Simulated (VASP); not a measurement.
**HgSe in VASP 6.6.1, single-point calculation**

INCAR

```
NSW = 0
EDIFF = 0.0001
ISIF = 2
LASPH = .TRUE.
ISMEAR = -1
GGA = PE
LCHARG = .FALSE.
IBRION = -1
NBANDS = 16
LWAVE = .FALSE.
PREC = Accurate
ENCUT = 520
SIGMA = 0.02
LREAL = .FALSE.
NELM = 120
```

KPOINTS

```
KPOINTS created by Atomic Simulation Environment
0
Gamma
8 8 8
0 0 0
```

POSCAR

```
Hg Se
 1.0000000000000000
     0.0000000000000000    3.0617384462000001    3.0617384462000001
     3.0617384462000001    0.0000000000000000    3.0617384462000001
     3.0617384462000001    3.0617384462000001    0.0000000000000000
 Hg  Se
   1   1
Cartesian
  0.0000000000000000  0.0000000000000000  0.0000000000000000
  1.5308692230999998  1.5308692230999998  1.5308692230999998
```

The recommended PBE PAW datasets give the neutral cell 18 valence electrons.

Command

```
mpirun -np 1 vasp_std
```

OSZICAR

```
N       E                     dE             d eps       ncg     rms          rms(c)
DAV:   1     0.112731132568E+03    0.11273E+03   -0.84184E+03   936   0.995E+02
DAV:   2    -0.263493696507E+00   -0.11299E+03   -0.10586E+03  1080   0.241E+02
DAV:   3    -0.433370848931E+01   -0.40702E+01   -0.40589E+01  1160   0.473E+01
DAV:   4    -0.435022182240E+01   -0.16513E-01   -0.16513E-01  1160   0.308E+00
DAV:   5    -0.435031070047E+01   -0.88878E-04   -0.88878E-04  1160   0.201E-01    0.764E+00
DAV:   6    -0.405474932175E+01    0.29556E+00   -0.49039E-01  1360   0.987E+00    0.600E+00
DAV:   7    -0.404391435429E+01    0.10835E-01   -0.11855E-01   992   0.245E+00    0.265E+00
DAV:   8    -0.404311835463E+01    0.79600E-03   -0.14666E-02  1072   0.147E+00    0.197E-01
DAV:   9    -0.404297429473E+01    0.14406E-03   -0.15299E-03  1152   0.555E-01    0.698E-02
DAV:  10    -0.404298052724E+01   -0.62325E-05   -0.14137E-04   840   0.152E-01
   1 F= -.40429805E+01 E0= -.40429046E+01  d E =-.151840E-03
```

Standard output (part)

```
POSCAR found type information on POSCAR HgSe
 POSCAR found :  2 types and       2 ions
 LDA part: xc-table for (Slater+PW92), standard interpolation
 POSCAR, INCAR and KPOINTS ok, starting setup
 WAVECAR not read
 entering main loop
```

From OUTCAR

```
k-points           NKPTS =     29   k-points in BZ     NKDIM =     29   number of bands    NBANDS=     16

   NELECT =      18.0000    total number of electrons

   dimension x,y,z NGX =    32 NGY =   32 NGZ =   32
   dimension x,y,z NGXF=    64 NGYF=   64 NGZF=   64

  energy-cutoff  :      520.00
  volume of cell :       57.40
      direct lattice vectors                 reciprocal lattice vectors
     0.000000000  3.061738446  3.061738446    -0.163305916  0.163305916  0.163305916
     3.061738446  0.000000000  3.061738446     0.163305916 -0.163305916  0.163305916
     3.061738446  3.061738446  0.000000000     0.163305916  0.163305916 -0.163305916

 k-points in reciprocal lattice and weights: KPOINTS created by Atomic Simulation Env
   0.00000000  0.00000000  0.00000000       0.002
   0.12500000  0.00000000  0.00000000       0.016
   0.25000000  0.00000000  0.00000000       0.016
   0.37500000  0.00000000  0.00000000       0.016
   0.50000000  0.00000000  0.00000000       0.008
   0.12500000  0.12500000  0.00000000       0.012
   0.25000000  0.12500000  0.00000000       0.047
   0.37500000  0.12500000  0.00000000       0.047
   ...

 E-fermi :   1.5666

 k-point     1 :       0.0000    0.0000    0.0000
  band No.  band energies     occupation
      1     -11.7696      2.00000
      2      -5.4995      2.00000
      3      -5.4995      2.00000
      4      -5.4995      2.00000
      5      -4.7900      2.00000
      6      -4.7900      2.00000
      7       0.5886      2.00000
      8       1.5526      1.33594
      9       1.5526      1.33594
     10       1.5526      1.33594
     11       7.0695      0.00000
     12       7.0695      0.00000
     13       7.0695      0.00000
     14      10.0225      0.00000
     15      12.8309      0.00000
     16      12.8309      0.00000

 k-point     2 :       0.1250    0.0000    0.0000
  band No.  band energies     occupation
      1     -11.7062      2.00000
      2      -5.4703      2.00000
      3      -5.4703      2.00000
      4      -5.4700      2.00000
      5      -4.7922      2.00000
      6      -4.7922      2.00000
      7      -0.2962      2.00000
      8       1.3999      1.99952
      9       1.3999      1.99952
     10       2.1568      0.00000
     11       6.7326      0.00000
     12       7.2808      0.00000
     13       7.2808      0.00000
     14      11.0047      0.00000
     15      11.9951      0.00000
     16      11.9951      0.00000

 k-point     3 :       0.2500    0.0000    0.0000
  band No.  band energies     occupation
      1     -11.5486      2.00000
      2      -5.4053      2.00000
      3      -5.4053      2.00000
      4      -5.3275      2.00000
      5      -4.7870      2.00000
      6      -4.7870      2.00000
      7      -1.6598      2.00000
      8       1.0587      2.00000
      9       1.0587      2.00000
     10       2.6150      0.00000
     11       6.9261      0.00000
     12       7.6574      0.00000
     13       7.6574      0.00000
     14      11.1317      0.00000
     15      11.7017      0.00000
     16      11.7017      0.00000

 ...

  Total        1.3127654      1.3127654      1.3127654      0.0000000      0.0000000      0.0000000
  in kB       36.6406726     36.6406726     36.6406726      0.0000000      0.0000000      0.0000000
  external PRESSURE =      36.6406726 kB  Pullay stress =       0.0000000 kB

 POSITION                                       TOTAL-FORCE (eV/Angst)
 -----------------------------------------------------------------------------------
      0.00000      0.00000      0.00000         0.000000     -0.000000     -0.000000
      1.53087      1.53087      1.53087        -0.000000      0.000000      0.000000
 -----------------------------------------------------------------------------------
    total drift:                               -0.000000     -0.000000     -0.000000

  FREE ENERGIE OF THE ION-ELECTRON SYSTEM (eV)
  ---------------------------------------------------
  free  energy   TOTEN  =        -4.0429805272 eV

  energy  without entropy=       -4.0428286872  energy(sigma->0) =       -4.04290461
```

It converged. Results: gap between bands v and c on the k mesh 0.00 eV; least direct gap on the k mesh 0.00 eV; pressure 3.7 GPa. Band v is the last that the valence electrons fill when counted band by band, and c is the next.

For comparison, a separate PBE run of the intended cell, on usual settings and not on those above, gives a gap of 0.00 eV on its mesh and a pressure of 3.6 GPa.

The run above took about 13 s on one core of a shared host (Intel Xeon Platinum 8488C) and held 0.18 GiB at most.
